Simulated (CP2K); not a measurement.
Runs of CP2K 2026.2 on LiH. The structure is cubic, space group Fm-3m (No. 225). The conventional cell has a = 4.073 Å, b = 4.073 Å, c = 4.073 Å, α = 90.00°, β = 90.00°, γ = 90.00°. Li (site symmetry m-3m) is surrounded by 6 H at 2.04 Å. H (site symmetry m-3m) has 6 Li at 2.04 Å as nearest neighbours. 

| task | level | potentials or basis | smearing | EPS_DEFAULT | NGRIDS | points a segment of the path (NPOINTS) | bands added on the path | CUTOFF of the grids | gap on the mesh (eV) | pressure (GPa) |
| --- | --- | --- | --- | --- | --- | --- | --- | --- | --- | --- |
| band structure | LDA | GTH_POTENTIALS Li GTH-PADE-q3, H GTH-PADE-q1; TZVP-MOLOPT-PBE-GTH basis | fermi-dirac 0.0259 eV | 1.0E-10 | 5 | 8 | 6 | 550 Ry | 3.02 | -4.0 |
| band structure | r2SCAN | POTENTIAL_UZH Li GTH-SCAN-q3, H GTH-SCAN-q1; TZVP-MOLOPT-SCAN-GTH basis | fermi-dirac 0.0259 eV | 1.0E-9 | 4 | 8 | 4 | 800 Ry | 3.94 | -1.3 |
| band structure | TB-mBJ | POTENTIAL_UZH Li GTH-PBE-q3, H GTH-PBE-q1; TZVP-MOLOPT-PBE-GTH basis | fermi-dirac 0.05 eV | 1.0E-10 | 5 | 10 | 2 | 800 Ry | 4.15 | - |
| band structure | PBEsol | POTENTIAL_UZH Li GTH-PBE-q3, H GTH-PBE-q1; TZVP-MOLOPT-PBE-GTH basis | fermi-dirac 0.01 eV | 1.0E-9 | 4 | 10 | 2 | 550 Ry | (b) | (a) |

Alike in all rows: no spin polarisation; cell as given; k mesh 11 × 11 × 11.

Q: Estimate the missing entries.

A: (a) -2.2; (b) 3.18.

Caveats: the mesh misses the band edges, which the band path finds closer together; the basis of atomic orbitals isn't converged, which shifts pressures, moduli and gaps; the potentials were made for another functional, which shifts forces and pressure (some runs); this is a model potential without an energy functional, so only levels have meaning (some runs).

Runs at the PBE level aren't shown here.
